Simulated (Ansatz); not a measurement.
## MgO: electrons, doping and thermopower

Plane-wave DFT in Ansatz, PBEsol, scalar-relativistic PAW potentials, cutoff 420 eV, no spin-orbit coupling; no spin polarisation. MgO in space group Fm-3m. Boltzmann transport at 300 K in rigid bands with one relaxation time, bands interpolated from the k mesh 10×10×10; values are means over x, y, z.

```tsv
electrons (cm⁻³)	size of S (μV/K)	σ/τ (Ω⁻¹ m⁻¹ s⁻¹)
10^18	356.8	8.02e+16
10^19	?	7.95e+17
10^20	48.9	7.43e+18
10^21	12.1	5.66e+19
```

Task: Take the lowest doping as non-degenerate: get the effective density of states and the masses, and predict the missing S.

Result: For parabolic bands and one τ, |S| = (k_B/e)(5/2 − η) with k_B/e = 86.17 μV/K and n = N e^η. The first row gives η = -1.64, N = 0.52×10¹⁹ cm⁻³ and, from N = 2.509×10¹⁹ cm⁻³ × m_d^(3/2), a density-of-states mass of 0.35 mₑ (all valleys and bands together). σ/τ = ne²/m_c gives a conductivity mass of 0.35 mₑ, close to m_d, as for one nearly isotropic valley. A decade of doping costs (k_B/e) ln 10 = 198.4 μV/K, which predicts 158 μV/K; the run gave 171.3. There η would be 0.7, where Fermi statistics set in and S falls more slowly. At 10^21 cm⁻³ the rule would give -238 μV/K against 12.1: the gas is degenerate there. Scattering that depends on energy changes the 5/2, and whether such doping can be reached wasn't computed.

Cost: about 1.3 core-minutes for the runs cited, on Intel Xeon Platinum 8488C (Sapphire Rapids) (shared hosts).

The thermopower falls with doping because the Fermi level moves from below the conduction-band edge into the band, so the carriers' mean energy relative to it shrinks. Once the gas is degenerate, only electrons within a thermal window around the Fermi level contribute, and S decays as a power of the density rather than logarithmically, which is why it stays positive in size where the classical rule changes sign.

The light, nearly isotropic mass fits the known conduction-band minimum of MgO at Γ, a single valley of cation and anion s character with strong dispersion. σ/τ rises less than proportionally to the density at every step, most clearly between 10^20 and 10^21 cm⁻³. This suggests a non-parabolic band that flattens away from Γ, so the mass of 0.35 mₑ describes the band edge rather than the heavily filled band. It is also a bare band mass: in so polar an oxide, coupling to longitudinal optical phonons should make the actual carriers heavier.
